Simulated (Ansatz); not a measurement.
# AlN (P6_3mc) in Ansatz: reference runs

Aim: a first look at AlN with PBE, on the cell as given.

All numbers are computed with Ansatz 0.2.0; they aren't measurements. Logs are shortened: lines on timing, memory, paths and dates and some standing lists are left out, and cuts for length are marked.

**The experiment to reproduce.**

From “Structural and optical properties of self-assembled AlN nanowires grown on SiO2/Si substrates by molecular beam epitaxy”, 2024, arxiv:2402.00216, for a bulk crystal of AlN at 0 K: band gap 6.0343 eV (an exciton energy, a little under the gap).

How close the calculation comes is told below.

## 1. Starting point

Symmetry: P6_3mc, No. 186, hexagonal system. The conventional cell has a = 3.113 Å, b = 3.113 Å, c = 4.981 Å, α = 90.00°, β = 90.00°, γ = 120.00°. Around Al (site symmetry 3m) lie 4 N at 1.89 Å. N (site symmetry 3m) is surrounded by 4 Al at 1.89 Å.

## 2. Single point, PBE

Input file input.yaml:

```yaml
crystal:
  lattice:
    - [3.113, 0.0, 0.0]
    - [-1.5565, 2.695937082, 0.0]
    - [0.0, 0.0, 4.981]
  atoms:
    - { symbol: Al, position: [0.6666666667, 0.3333333333, 0.5] }
    - { symbol: Al, position: [0.3333333333, 0.6666666667, 0.0] }
    - { symbol: "N", position: [0.6666666667, 0.3333333333, 0.88] }
    - { symbol: "N", position: [0.3333333333, 0.6666666667, 0.38] }
kpoints:
  mp_grid: { grid: [10, 10, 6] }
scf:
  occupations: { method: fermi_dirac, width: 0.05 }
hamiltonian:
  xc: pbe
  pseudopotentials: { kind: all_electron, lapw: { basis_error: 0.001 } }
output:
  forces: true
  stress: true
  eigenvalues: true
  populations: true
```

Potentials or basis: all-electron LAPW, scalar-relativistic.

The run is started by

```sh
$ ansatz run input.yaml --threads 2 --pin off --max-ram 6144MiB --backend cpu --events-out ev --progress --plain --runs-dir out
```

The program printed:

```text
Warning: RAYON_NUM_THREADS=2 ignored (pool sized by the plan → 2); use --threads N
Al: projections on atomic orbitals take those of the free atom 1s2 2s2 2p6 3s2 3p1, of charge +0.00 (hamiltonian.pseudopotentials.projection_atoms)
N: projections on atomic orbitals take those of the free atom 1s2 2s2 2p3, of charge +0.00 (hamiltonian.pseudopotentials.projection_atoms)
LAPW: plane waves up to 9.950 Å⁻¹, error target 1.0e-3 eV per atom; small_component_spin mean_spin; N in spheres of 0.908 Å, 7 of its electrons in bands, Dirac shells []; Al in spheres of 0.984 Å, 11 of its electrons in bands, Dirac shells [] (how accurate: hamiltonian.pseudopotentials.lapw.basis_error, Limitations)
Engine: ansatz 0.2.0, aarch64-unknown-linux-gnu
Pseudopotentials: kind: all_electron
Pseudopotential: Al, LAPW, valence charge 11, lapw/all_electron/scalar/gaussian/Al, Koelling and Harmon's equation, gaussian nucleus
Pseudopotential: N, LAPW, valence charge 7, lapw/all_electron/scalar/gaussian/N, Koelling and Harmon's equation, gaussian nucleus
Functional definition: PBE
  parameter kappa = 0.804
  parameter beta = 0.06672455060314922
  exchange = pbe_x(kappa = kappa, mu = beta*pi^2/3)
  correlation = pbe_c(beta = beta)
Crystal: 4 atoms, lattice volume = 41.803 Å³
Basis set: ecut = 377.19398183464136 eV, 687 PW (Γ), exchange–correlation at level 2
Bands: 22, of which v1, the nominal top of the filled ones, is band 18 counted from 1 (17 counted from 0)
Symmetry: 12 space group operations
Space group: P63mc (ITA 186), of the structure as read, at distance tolerance 3.5e-5 Å
k-points: 56 of 600 (time reversal used)
Non-local potential: Al, projectors of the file, none
Non-local potential: N, projectors of the file, none
Initial density: superposition of atomic densities (chi_scale 0.1, normalization cell, long waves kept (reshape's long-wave potential 0.00 eV rms))
Initial wavefunctions: plane waves of lowest kinetic energy (no species holds an atomic orbital)
Functional: x = pbe(κ = 0.804, μ = 0.2195149727645171), c = pbe(β = 0.06672455060314922)
iter 1 solved again at ethr=3.10e-2 eV; its pass at ethr=1.00e-1 eV (dr2=1.12e1 eV) is discarded
SCF iter   1: F=—  HF=-16205.563466 eV  |F-HF|=—  |Δ(HF+E_count)|=         —  Δρ=1.50e-1  dr2=1.12e1  ethr=3.10e-2  ⟨swp⟩=2.0  Hψ=8437  notcnv=0
preconditioner: auto → Resta (q_TF=auto, 2.661 Å⁻¹)  ε∞=3.5  [insulator: Δε(μ)=5.911 eV  Ē_g=14.644 eV  σ=0.050 eV  W_gap=1.00  n_scr=22 (ndim 8)  ℏωp=23.0 eV  f_vac=0.000  D(μ)=0.00/eV (n_scr^D=0)  ε∞_Penn≈3.5]
iter 2 solved again at ethr=1.24e-3 eV; its pass at ethr=3.10e-2 eV (dr2=4.46e-1 eV) is discarded
SCF iter   2: F=—  HF=-16200.857928 eV  |F-HF|=—  |Δ(HF+E_count)|=    4.71e0  Δρ=3.44e-2  dr2=4.45e-1  ethr=1.24e-3  ⟨swp⟩=2.2  Hψ=6595  notcnv=0  defer=1
SCF iter   3: F=—  HF=-16200.821181 eV  |F-HF|=—  |Δ(HF+E_count)|=         —  Δρ=2.67e-2  dr2=3.56e-1  ethr=1.24e-3  ⟨swp⟩=2.0  Hψ=3752  notcnv=0
the basis was enlarged: its passes take 702.5 KiB over the memory plan, 2 of 2 planned eigensolver slots
SCF iter   4: F=—  HF=-16200.806608 eV  |F-HF|=—  |Δ(HF+E_count)|=   1.46e-2  Δρ=8.02e-3  dr2=2.70e-2  ethr=9.88e-4  ⟨swp⟩=2.0  Hψ=3646  notcnv=0
SCF iter   5: F=—  HF=-16200.807520 eV  |F-HF|=—  |Δ(HF+E_count)|=   9.12e-4  Δρ=1.69e-3  dr2=1.33e-3  ethr=7.50e-5  ⟨swp⟩=2.0  Hψ=3730  notcnv=0
SCF iter   6: F=—  HF=-16200.807912 eV  |F-HF|=—  |Δ(HF+E_count)|=   3.92e-4  Δρ=3.74e-4  dr2=8.06e-5  ethr=3.71e-6  ⟨swp⟩=2.1  Hψ=3534  notcnv=0
SCF iter   7: F=—  HF=-16200.807960 eV  |F-HF|=—  |Δ(HF+E_count)|=   4.75e-5  Δρ=3.33e-5  dr2=4.57e-7  ethr=2.24e-7  ⟨swp⟩=3.0  Hψ=3916  notcnv=0
SCF iter   8: F=-16200.807960 eV  HF=-16200.807960 eV  |F-HF|=3.28e-9  |Δ(HF+E_count)|=   2.89e-7  Δρ=7.91e-6  dr2=2.50e-8  ethr=1.27e-9  ⟨swp⟩=3.0  Hψ=3895  notcnv=0
SCF 1 converged in 8 iterations: F = -16200.807960 eV  dr2 = 2.50e-8
SCF converged after 8 iterations
Free energy (F): -16200.807960 eV
Harris-Foulkes:  -16200.807960 eV  (|F-HF|=3.28e-9)
Internal energy: -16200.807960 eV  (E = F + TS)
E sigma→0 (E₀):  -16200.807960 eV
Fermi energy:    10.788261 eV
--- Per-component energies (eV) ---
  E_band       = -2413.636222
  E_kinetic    = 16222.716500
  E_xc         = -1394.722939
  E_electrostatic = -31028.801521  (all electrons and nuclei)
  E_smearing   = -0.000000  (= −TS)
  E_closure    = 0.000000  (closes the sum)
  E_atoms      = -16171.050877  (free atoms, spherical and without spin; not in F)
  Σ components = -16200.807960   (vs F -16200.807960, Δ=0.00e0)
  Basis errors (estimates in eV, not in F): energy 5.0e-4 per atom: plane waves 4.6e-4 (2.9e-4 summed), levels above the bands 3.0e-74, relativity 3.6e-8, radial functions 3.6e-5, core shells 4.4e-12; eigenvalues (radial functions only) 1.5e-6; not estimated: angular momenta, meshes, grids; target (lapw.basis_error) 1.0e-3; muffin-tin radii N 0.908 Å, Al 0.984 Å
--- Forces (eV/Å), atoms counted from 1 ---
  atom   1  Al    -0.00000000     0.00000000    -0.12868188
  atom   2  Al     0.00000000    -0.00000000    -0.12868188
  atom   3  N      0.00000000     0.00000000     0.12866598
  atom   4  N      0.00000000    -0.00000000     0.12866598
  max |Σ_I F_I| component: 3.18e-5 eV/Å
--- Stress (GPa, compression-positive) ---
        3.089806      -0.000000      -0.000000
       -0.000000       3.089806       0.000000
       -0.000000       0.000000       4.693994
  P = ⅓ Tr σ = 3.6245 GPa (36.245 kbar)
--- Band table (eV; the first three rows and the last of 56) ---
  k-point 0: bands = ["-364.9906", "-364.9906", "-91.9265", "-91.9255", "-53.4020", "-53.3910", "-53.3867", "-53.3867", "-53.3848", "-53.3848", "-6.5126", "-4.3612", "2.6735", "7.8155", "7.8155", "8.4676", "8.4676", "8.6465", "12.8665", "15.3096", "19.2580", "19.8105"]
  k-point 1: bands = ["-364.9906", "-364.9906", "-91.9264", "-91.9255", "-53.4013", "-53.3918", "-53.3865", "-53.3865", "-53.3849", "-53.3849", "-6.4059", "-4.5688", "3.0436", "7.8568", "7.8568", "8.0479", "8.4215", "8.4215", "13.3570", "15.3762", "19.0843", "19.7770"]
  k-point 2: bands = ["-364.9906", "-364.9906", "-91.9262", "-91.9257", "-53.3992", "-53.3938", "-53.3862", "-53.3862", "-53.3852", "-53.3852", "-6.0967", "-5.0629", "4.0146", "6.7636", "7.9714", "7.9714", "8.2974", "8.2974", "14.3059", "15.4357", "18.8097", "19.8136"]
  k-point 55: bands = ["-364.9906", "-364.9906", "-91.9254", "-91.9254", "-53.3974", "-53.3974", "-53.3905", "-53.3905", "-53.3894", "-53.3894", "-4.0030", "-4.0030", "3.7477", "3.7477", "5.0315", "5.0315", "7.8377", "7.8377", "15.7430", "15.7430", "16.9143", "16.9143"]
--- Löwdin populations: 4 sites ---
  site symbol       q [e]
     0     Al     11.9471
     1     Al     11.9471
     2      N      7.9879
     3      N      7.9879
  spilling = 0.003251 (of n_electrons = 40.000000)
```

Run time: 22 s. Hardware: 2 threads of Arm Neoverse V1, shared host; peak memory 0.39 GiB.

What came out:

* Free energy: -16200.8080 eV
* Pressure: 3.6 GPa
* Largest force: 0.129 eV/Å
* Band gap on the k mesh: 4.22 eV, direct
* Loewdin charges: Al +1.05; N -0.99 e

Forces on the atoms (eV/Å):
```
Al   0.000  0.000 -0.129
Al   0.000  0.000 -0.129
N    0.000  0.000  0.129
N    0.000  0.000  0.129
```

## 3. How close it comes

Step 2. Measured gap of AlN: 6.0343 eV (an exciton energy, a little under the gap; 0 K; quoted in “Structural and optical properties of self-assembled AlN nanowires grown on SiO2/Si substrates by molecular beam epitaxy”, 2024, arxiv:2402.00216). This calculation gives 4.22 eV (-1.81 eV). 2 values of this kind are on record (6.034 to 6.0343 eV); this one was drawn at random. The value is that of PBE on a finite k mesh, which can miss the band edges, without temperature or zero-point motion. Semilocal functionals fall short of measured gaps as a rule.
